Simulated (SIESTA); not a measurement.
WC: elastic constants with PBEsol

Crystal: WC.

```
W C
1.0
     0.00000    2.19268    2.19268
     2.19268    0.00000    2.19268
     2.19268    2.19268    0.00000
W C
1 1
Direct
  0.00000 0.00000 0.00000
  0.50000 0.50000 0.50000
```

Measurements of this composition are mostly on another form, of space group No. 187.

The cell isn't the ideal one: cell relaxed.

```
Program                  : SIESTA 5.4.2
Task                     : elastic constants
Functional               : PBEsol
Potentials or basis      : PseudoDojo 0.4 standard (PBEsol files)
Basis                    : DZP (energy shift 0.003 Ry; two zetas on semicore shells)
Grid cutoff              : 800 Ry
Energy shift             : 0.003 Ry
k mesh                   : 8 × 8 × 8
Occupations              : fermi-dirac, width 0.05 eV
Spin                     : no spin polarisation
force tolerance          : 0.005 eV/Å
Hamiltonian tolerance    : 0.0001 eV
density-matrix tolerance : 1e-05
```

```json
{"Elastic constants C11, C12, C44": "651, 226, -15 GPa", "Voigt bulk modulus": "368 GPa"}
```

Elastic tensor in Voigt notation (GPa, in the Cartesian axes of the cell as first typed):
```
651 226 226   0   0   0
226 651 226   0   0   0
226 226 651   0   0   0
  0   0   0 -15   0   0
  0   0   0   0 -15   0
  0   0   0   0   0 -15
```

All runs of the series together: 8.7 min on 1 thread of Intel(R) Xeon(R) 6975P-C (Granite Rapids), on a shared host.

Caveat: short orbitals over semicore shells can move pressures by several GPa; the elastic tensor has a negative eigenvalue, so either the cell is unstable as it stands or the mesh is too thin; the basis of atomic orbitals isn't converged, which shifts pressures, moduli and gaps. Spin-orbit coupling is left out, which matters for the levels of W.
